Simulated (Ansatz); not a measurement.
**Cadmium, simple cubic under PBE: structure, energy and stiffness**

Aim: take cadmium in the simple cubic structure, relax it, solve it on a dense k-mesh, switch on spin-orbit coupling, then scale the cell to 7 volumes from 88 to 112 % of the relaxed one and try a fit of the equation of state. The k-meshes are 11×11×11 for the relaxation; 17×17×17 for the dense run; 11×11×11 for spin-orbit coupling; 17×17×17 for the volumes.

This is Cd in the simple cubic structure; at room conditions it is hcp.

Computed with Ansatz 0.2.0 (DFT PBE, plane waves (420 eV) with PAW, scalar-relativistic, unless a step says otherwise).

### 1 The system as given

It takes space group Pm-3m (No. 221, cubic). The conventional cell has a = 2.857 Å, b = 2.857 Å, c = 2.857 Å, α = 90.00°, β = 90.00°, γ = 90.00°. Cd (site symmetry m-3m) is surrounded by 6 Cd at 2.86 Å.

Structure file:

```
CELL_PARAMETERS angstrom
2.85668 0.00000 0.00000
0.00000 2.85668 0.00000
0.00000 0.00000 2.85668
ATOMIC_POSITIONS crystal
Cd 0.00000 0.00000 0.00000
```

### 2 Relaxation of the cell

input.yaml reads:

```yaml
crystal:
  lattice:
    - [2.856675876, 0.0, 0.0]
    - [0.0, 2.856675876, 0.0]
    - [0.0, 0.0, 2.856675876]
  atoms:
    - { symbol: Cd, position: [0.0, 0.0, 0.0] }
hamiltonian:
  xc: pbe
  pseudopotentials:
    kind: paw
    azcp:
      Cd: "pseudopotentials/Cd.paw.azcp"
basis:
  ecutwfc: 420
  fft_grid_basis: typed
kpoints:
  mp_grid: { grid: [11, 11, 11], shift: [0, 0, 0] }
magnetization:
  spin_polarized: false
scf:
  occupations: { method: fermi_dirac, width: 0.1 }
relax:
  max_steps: 60
  f_tol: 0.01
  cell: {}
```

Further steps of the session: Single point on a dense mesh; Spin-orbit coupling switched on; The cell scaled to 88 % of its volume; The cell scaled to 92 % of its volume; The cell scaled to 96 % of its volume; The cell scaled to 100 % of its volume; The cell scaled to 104 % of its volume; The cell scaled to 108 % of its volume; The cell scaled to 112 % of its volume.

**Question.** What will these runs give? Wanted: space group; conventional cell; volume; shortest distance; gap on the mesh; relative to hcp; V₀, B₀, B₀′.

The runs gave:

| quantity | value |
| --- | --- |
| space group (spins left aside) | Pm-3m (No. 221) |
| conventional cell | a = 2.994 Å |
| volume | 26.849 Å³/atom |
| shortest distance | 2.994 Å |
| gap on the mesh | none (levels filled in part) |
| relative to hcp | +126 meV/atom |
| V₀, B₀, B₀′ | 26.959 Å³/atom, 30 GPa, 5.8 |

In words: From the guessed start the volume grew by 15.2 % in 5 steps. It lies 126 meV/atom above the element's reference form at the same level (hcp, from a run of its own). No gap shows: it is a metal or semimetal at this level. Totals with and without spin-orbit coupling (-2.7 eV/atom apart) can't be read as binding, since the two-component data shift the zero of energy. The fitted modulus is 30 GPa. The symmetry was held, so the structure may be unstable against distortions that break it.
